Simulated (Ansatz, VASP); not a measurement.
Sn in VASP and in Ansatz

```
Sn
1.0
     0.00000    3.23334    3.23334
     3.23334    0.00000    3.23334
     3.23334    3.23334    0.00000
Sn
2
Direct
  0.75000 0.75000 0.75000
  0.50000 0.50000 0.50000
```

This isn't the form of Sn at room conditions, which is tetragonal (white tin).

Alike in both runs: task single point; functional PBE; k mesh 7 × 7 × 7; occupations gaussian, width 0.011 eV; no spin polarisation.

```csv
,VASP,Ansatz
version,VASP 6.6.1,Ansatz 0.2.0
potentials or method,"VASP PAW PBE potentials, release 64 (Sn_d), cutoff 520 eV","all-electron LAPW, scalar-relativistic"
```

|  | VASP | Ansatz | Ansatz less VASP |
| --- | --- | --- | --- |
| gap on the k mesh at the Fermi level (eV) | none | none | - |
| pressure (GPa) | 3.8 | 3.8 | +0.06 |

A gap of «none» marks a metal or a gap that the smearing closes. Ansatz ran all-electron here, so the differences hold the error of VASP's frozen core and of both bases.
